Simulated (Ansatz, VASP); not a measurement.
# Two plane-wave programs on Au

File INCAR:

```
PREC = Accurate
ENCUT = 520
EDIFF = 1E-7
ISMEAR = -1
SIGMA = 0.05
LREAL = False
LASPH = True
NELM = 60
ALGO = Fast
ISIF = 2
LWAVE = False
LCHARG = True
GGA = PE
LELF = True
LVHAR = True
NBANDS = 12
```

Contents of KPOINTS:

```
Automatic mesh
0
Gamma
  10 10 10
```

Contents of POSCAR:

```
Au
1.0
    2.7299637395      0.0000000000      0.0000000000
    0.0000000000      2.7299637395      0.0000000000
    0.0000000000      0.0000000000      2.7299637395
Au
1
Direct
    0.5000000000      0.5000000000      0.5000000000
```

input.yaml

```yaml
crystal:
  lattice:
    - [2.7299637395, 0.0, 0.0]
    - [0.0, 2.7299637395, 0.0]
    - [0.0, 0.0, 2.7299637395]
  atoms:
    - { symbol: Au, position: [0.5, 0.5, 0.5] }
hamiltonian:
  xc: pbe
  pseudopotentials: { kind: paw, azcp: { folder: soft_1 } }
kpoints:
  mp_grid: { grid: [10, 10, 10] }
scf:
  occupations: { method: fermi_dirac, width: 0.05 }
output:
  forces: true
  stress: true
  eigenvalues: true
```

The cell was built by a generator and needn't be a form met in nature.

Alike in both runs: task single point; functional PBE; k mesh 10 × 10 × 10; occupations fermi-dirac, width 0.05 eV; no spin polarisation.

|  | VASP | Ansatz |
| --- | --- | --- |
| version | VASP 6.6.1 | Ansatz 0.2.0 |
| potentials or method | VASP PAW PBE potentials, release 64 (Au) | Ansatz PAW soft_1 |
| plane-wave cutoff (eV) | 520 | 420 |
| valence electrons in the cell | 11 | 19 |

```csv
,VASP,Ansatz,Ansatz less VASP
gap on the k mesh at the Fermi level (eV),none,none,-
pressure (GPa),2.3,2.5,+0.18
```

A gap of «none» marks a metal or a gap that the smearing closes. The functional is the same, so the differences come from potentials, cutoffs and numerics. The two sets of potentials don't hold the same shells in valence.

The runs have no spin-orbit coupling, so splittings on Au are missing.
